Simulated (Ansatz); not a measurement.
# SrO (rocksalt structure), explained

**The experiment.** The Crystallography Open Database holds a measured cell of cubic SrO (space group Fm-3m) at 298 K (2009, doi:10.1039/b820173k): a = 5.161 Å, 17.19 Å³/atom.

Method: PBE, scalar-relativistic; no spin polarisation; PAW, 420 eV, 12×12×12 k-mesh, Gaussian smearing of 0.05 eV; code Ansatz; PAW files: Ansatz's generated set soft_2.

The start was a prototype's sites filled with these elements; the Crystallography Open Database holds the compound in this structure.

The relaxed structure (symmetry read at 0.01 Å). The structure is cubic, space group Fm-3m (No. 225). Conventional cell: a = 5.195 Å, b = 5.195 Å, c = 5.195 Å, α = 90.00°, β = 90.00°, γ = 90.00°. Sr (site symmetry m-3m) is surrounded by 6 O at 2.60 Å. O (site symmetry m-3m) has 6 Sr at 2.60 Å as nearest neighbours. (Neighbours are counted to 15 % beyond the shortest distance.)

Results at this level of theory:

- Volume: 17.53 Å³/atom
- Band gap: 3.33 eV
- Smallest direct gap: 3.42 eV
- Bader charges: Sr 1.49; O -1.49 e
- Formation energy from the elements (0 K, uncorrected): -2.72 eV/atom
- Bulk modulus (Birch–Murnaghan): 85 GPa
- Pressure derivative B0′: 4.5
- Shear modulus (Hill): 55 GPa
- Young's modulus: 136 GPa
- Poisson's ratio: 0.23
- Elastically stable: yes

Formal charges Sr²⁺, O²⁻ balance and leave closed shells on every ion, so a band insulator is expected, and the gap is 3.33 eV.

What fixes the bond lengths?

Shannon's ionic radii give a check on the bond lengths: Sr²⁺ with 6 neighbours 1.18 Å + O²⁻ 1.40 Å = 2.58 Å against a computed mean of 2.60 Å. Sums and bonds agree within 3 %, so ion sizes set the bond lengths.

How ionic is it?

Bader charges against formal ones: Sr +1.49 (+2), O −1.49 (−2). The cations give up 74 % of the formal charge; Bader charges stay under formal ones because the anions' density reaches into the cations' basins.

How stiff is it, in energy terms?

B0·V0 = 84.5 GPa × 17.53 Å³ = 9.24 eV/atom sets the scale: near the minimum ΔE ≈ ½ B0 V0 x², with x = V/V0 − 1, and a pressure of 0.8 GPa squeezes the volume by about 1 %. At the ends of the curve: x = −5.5 % predicts 14.0 meV/atom and the run gives 15.5; x = +10.0 % predicts 46.2 meV/atom and the run gives 38.8. Compression costs more and expansion less than the parabola says, since the crystal stiffens as it shrinks; B0′ measures that.

Which Debye temperature follows from the elastic moduli?

K = 85 GPa and G = 55 GPa (Hill). With a density of 4.909 g/cm³ (mean mass 51.8 u, 17.53 Å³/atom), K = 84.6 and G = 55.2 GPa from the unrounded constants, v_l = √((K + 4G/3)/ρ) = 5680 m/s and v_t = √(G/ρ) = 3350 m/s. The mean [(1/v_l³ + 2/v_t³)/3]^(−1/3) is 3720 m/s, and θ_D = (ħ/k_B)(6π²/V)^(1/3) v_m ≈ 430 K, with V the volume an atom.

**Against experiment.** PBE gives 5.195 Å and 17.53 Å³/atom, +2.0 % in volume (+0.7 % in length) from the database's cell. PBE usually overestimates volumes by a few per cent. The static lattice also lacks zero-point motion and thermal expansion, roughly 0.8 to 2.1 % in volume at 298 K by Grüneisen's rule, γ·3k_BT/(B0·V0) with γ of 1 to 2.5, so its own overestimate is larger than the figure.

Kohn–Sham gaps of semilocal functionals lie under measured ones, often by a third or more.
